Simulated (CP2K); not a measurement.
Runs of CP2K 2026.2 on Ge. Symmetry: Imma, No. 74, orthorhombic system. Conventional cell: a = 4.992 Å, b = 5.302 Å, c = 2.874 Å, α = 90.00°, β = 90.00°, γ = 90.00°. Ge (site symmetry mm2) is surrounded by 6 Ge at 2.68 to 2.87 Å. This isn't the form of Ge at room conditions, which is diamond.

```csv
task,level,potentials or basis,cell,smearing,EPS_DEFAULT,NGRIDS,basis sets,potentials,CUTOFF of the grids,gap on the mesh (eV),pressure (GPa),largest force (eV/Å)
single point,PBEsol,POTENTIAL_UZH Ge GTH-PBE-q4; TZVP-MOLOPT-PBE-GTH basis,"atoms moved at random, drawn with an rms of 0.05 Å",fermi-dirac 0.05 eV,1.0E-10,4,Ge TZVP-MOLOPT-PBE-GTH-q4,Ge GTH-PBE-q4 of POTENTIAL_UZH,450 Ry,none,1.2,0.20
band structure,r2SCAN,POTENTIAL_UZH Ge GTH-SCAN-q4; TZVP-MOLOPT-SCAN-GTH basis,as given,fermi-dirac 0.01 eV,1.0E-10,4,Ge TZVP-MOLOPT-SCAN-GTH-q4,Ge GTH-SCAN-q4 of POTENTIAL_UZH,675 Ry,none,(a),(b)
band structure,SCAN,POTENTIAL_UZH Ge GTH-SCAN-q4; TZVP-MOLOPT-SCAN-GTH basis,as given,fermi-dirac 0.05 eV,1.0E-9,4,Ge TZVP-MOLOPT-SCAN-GTH-q4,Ge GTH-SCAN-q4 of POTENTIAL_UZH,675 Ry,none,-3.9,(c)
band structure,TASK,POTENTIAL_UZH Ge GTH-SCAN-q4; TZVP-MOLOPT-SCAN-GTH basis,as given,fermi-dirac 0.01 eV,1.0E-9,4,Ge TZVP-MOLOPT-SCAN-GTH-q4,Ge GTH-SCAN-q4 of POTENTIAL_UZH,675 Ry,none,-3.1,0.18
single point,PBEsol,POTENTIAL_UZH Ge GTH-PBE-q4; TZVP-MOLOPT-PBE-GTH basis,as given,fermi-dirac 0.05 eV,1.0E-10,5,Ge TZVP-MOLOPT-PBE-GTH-q4,Ge GTH-PBE-q4 of POTENTIAL_UZH,450 Ry,none,1.0,0.03
```

Alike in all rows: no spin polarisation; k mesh 11 × 11 × 11.

Task: Estimate the missing entries.

Result: (a) -4.5; (b) 0.11; (c) 0.06.

Caveats: the basis of atomic orbitals isn't converged, which shifts pressures, moduli and gaps; the potentials were made for another functional, which shifts forces and pressure (some runs).

A k mesh can miss the band edges, and the runs leave out spin-orbit coupling on Ge.

A gap of «none» marks a metal or a gap under the smearing width.
